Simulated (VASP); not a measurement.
Wanted: the native input for a VASP 6.6.1 run.

```
Task                   : single point
Functional             : PBE
Dispersion             : D3(BJ)
Potentials or basis    : VASP PAW PBE potentials, release 64 (Sb)
Cutoff                 : 520 eV
k mesh                 : 9 × 9 × 1
Occupations            : gaussian, width 0.02 eV
Spin                   : no spin polarisation
Dipole correction      : yes
Further INCAR settings : ALGO = Normal; EDIFF = 1e-06; NBANDS = 12
```

The structure of Sb lies in POSCAR:

```
Sb
1.0
    4.0688534706      0.0000000000      0.0000000000
   -2.0344267353      3.5237304698      0.0000000000
    0.0000000000      0.0000000000     28.0000000000
Sb
2
Direct
    0.3333333333      0.6666666667      0.5294631973
    0.6666666667      0.3333333333      0.4705368027
```

The cell was built by a generator and needn't be a form met in nature.

The input as run:

INCAR

```
SYSTEM = Sb
PREC = Accurate
ENCUT = 520
EDIFF = 1E-6
ISMEAR = 0
SIGMA = 0.02
LREAL = .False.
LASPH = .True.
NELM = 100
ALGO = Normal
ISIF = 2
LWAVE = .False.
LCHARG = .False.
LDIPOL = .True.
IDIPOL = 3
DIPOL = 0.5 0.5 0.500
GGA = PE
IVDW = 12
NBANDS = 12
```

KPOINTS

```
regular mesh
0
Gamma
  9 9 1
  0 0 0
```

Potentials or basis: VASP PAW PBE potentials, release 64 (Sb).

The run is started by

```console
$ cat potpaw_PBE.64/Sb/POTCAR > POTCAR
$ mpirun -np 1 vasp_std > vasp.out
```

It gave:

```
Largest force              : 0.087 eV/Å
Band gap on the k mesh     : 1.19 eV, indirect (least direct gap 1.64 eV)
Dispersion energy per atom : -0.237 eV
```

Caveat: spin-orbit coupling is left out, which moves the levels of the heavy elements.

Run time: 75 s on 1 thread of Intel(R) Xeon(R) Platinum 8488C (Sapphire Rapids) (shared host), peak memory 0.45 GiB.
